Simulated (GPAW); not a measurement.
A calculation with GPAW 26.7.0 of Sb (ASE script, structure from a CIF):

The input run.py:

```python
import spglib
from ase import Atoms
from ase.dft.bandgap import bandgap
from ase.io import read, write
from ase.units import GPa
from gpaw import GPAW, PW

atoms = read('Sb.cif')
cell, positions, numbers = spglib.find_primitive(
    (atoms.cell[:], atoms.get_scaled_positions(), atoms.numbers), symprec=1e-4)
atoms = Atoms(numbers, cell=cell, scaled_positions=positions, pbc=True)

calc = GPAW(mode=PW(450),
            xc='PBE',
            kpts={'size': (6, 6, 6), 'gamma': True},
            occupations={'name': 'fermi-dirac', 'width': 0.05},
            nbands=25,
            maxiter=120,
            txt='gpaw.txt')
atoms.calc = calc
energy = atoms.get_potential_energy()
forces = atoms.get_forces()
stress = atoms.get_stress()
calc.write('gs.gpw')
write('result.traj', atoms)
print(f'Energy: {energy:.6f} eV')
print('Forces (eV/A):')
print(forces.round(4))
print('Stress (GPa):', (stress / GPa).round(3))
print('Fermi level:', round(calc.get_fermi_level(), 4), 'eV')
print(f'Gap: {bandgap(calc)[0]:.4f} eV, direct: {bandgap(calc, direct=True)[0]:.4f} eV')
```

File Sb.cif:

```cif
data_Sb
_cell_length_a 4.30840000
_cell_length_b 4.30840000
_cell_length_c 11.27400000
_cell_angle_alpha 90.00000000
_cell_angle_beta 90.00000000
_cell_angle_gamma 120.00000000
_space_group_name_H-M_alt 'R-3m'
_space_group_name_Hall '-R 3 2"'
_space_group_IT_number 166
loop_
_space_group_symop_operation_xyz
'x,y,z'
'-x,-y,-z'
'-y,x-y,z'
'y,-x+y,-z'
'-x+y,-x,z'
'x-y,x,-z'
'y,x,-z'
'-y,-x,z'
'x-y,-y,-z'
'-x+y,y,z'
'-x,-x+y,-z'
'x,x-y,z'
'x+2/3,y+1/3,z+1/3'
'-x+2/3,-y+1/3,-z+1/3'
'-y+2/3,x-y+1/3,z+1/3'
'y+2/3,-x+y+1/3,-z+1/3'
'-x+y+2/3,-x+1/3,z+1/3'
'x-y+2/3,x+1/3,-z+1/3'
'y+2/3,x+1/3,-z+1/3'
'-y+2/3,-x+1/3,z+1/3'
'x-y+2/3,-y+1/3,-z+1/3'
'-x+y+2/3,y+1/3,z+1/3'
'-x+2/3,-x+y+1/3,-z+1/3'
'x+2/3,x-y+1/3,z+1/3'
'x+1/3,y+2/3,z+2/3'
'-x+1/3,-y+2/3,-z+2/3'
'-y+1/3,x-y+2/3,z+2/3'
'y+1/3,-x+y+2/3,-z+2/3'
'-x+y+1/3,-x+2/3,z+2/3'
'x-y+1/3,x+2/3,-z+2/3'
'y+1/3,x+2/3,-z+2/3'
'-y+1/3,-x+2/3,z+2/3'
'x-y+1/3,-y+2/3,-z+2/3'
'-x+y+1/3,y+2/3,z+2/3'
'-x+1/3,-x+y+2/3,-z+2/3'
'x+1/3,x-y+2/3,z+2/3'
loop_
_atom_site_label
_atom_site_type_symbol
_atom_site_symmetry_multiplicity
_atom_site_Wyckoff_symbol
_atom_site_fract_x
_atom_site_fract_y
_atom_site_fract_z
_atom_site_occupancy
Sb1 Sb 6 c 0.0000000000 0.0000000000 0.7665100000 1
```

Potentials or basis: GPAW PAW data sets (gpaw-data 1.2.1), pw.

Command:

```console
$ OMP_NUM_THREADS=1 python run.py
```

Task: Write the same calculation in another form: ASE script, structure typed inline.

Result: As run:

The input run.py:

```python
from ase import Atoms
from ase.dft.bandgap import bandgap
from ase.io import write
from ase.units import GPa
from gpaw import GPAW, PW

atoms = Atoms(['Sb', 'Sb'],
              cell=[[2.1542, 1.2437279499, 3.758],
                    [-2.1542, 1.2437279499, 3.758],
                    [0.0, -2.4874558998, 3.758]],
              scaled_positions=[[0.76651, 0.76651, 0.76651],
                                [0.23349, 0.23349, 0.23349]],
              pbc=True)

calc = GPAW(mode=PW(450),
            xc='PBE',
            kpts={'size': (6, 6, 6), 'gamma': True},
            occupations={'name': 'fermi-dirac', 'width': 0.05},
            nbands=25,
            maxiter=120,
            txt='gpaw.txt')
atoms.calc = calc
energy = atoms.get_potential_energy()
forces = atoms.get_forces()
stress = atoms.get_stress()
calc.write('gs.gpw')
write('result.traj', atoms)
print(f'Energy: {energy:.6f} eV')
print('Forces (eV/A):')
print(forces.round(4))
print('Stress (GPa):', (stress / GPa).round(3))
print('Fermi level:', round(calc.get_fermi_level(), 4), 'eV')
print(f'Gap: {bandgap(calc)[0]:.4f} eV, direct: {bandgap(calc, direct=True)[0]:.4f} eV')
```

Potentials or basis: GPAW PAW data sets (gpaw-data 1.2.1), pw.

Run with:

```console
$ OMP_NUM_THREADS=1 python run.py
```

Both were run:

|  | ASE script, structure from a CIF | ASE script, structure typed inline |
| --- | --- | --- |
| Pressure | 0.9 GPa | 0.9 GPa |
| Largest force | 0.056 eV/Å | 0.056 eV/Å |
| Band gap on the k mesh | none (metal or under the smearing width) | none (metal or under the smearing width) |

Keys that steer only the numerical path or the files written may differ.

Caveat: the cutoff is short for stress and forces, so pressures can be off by a GPa or more.
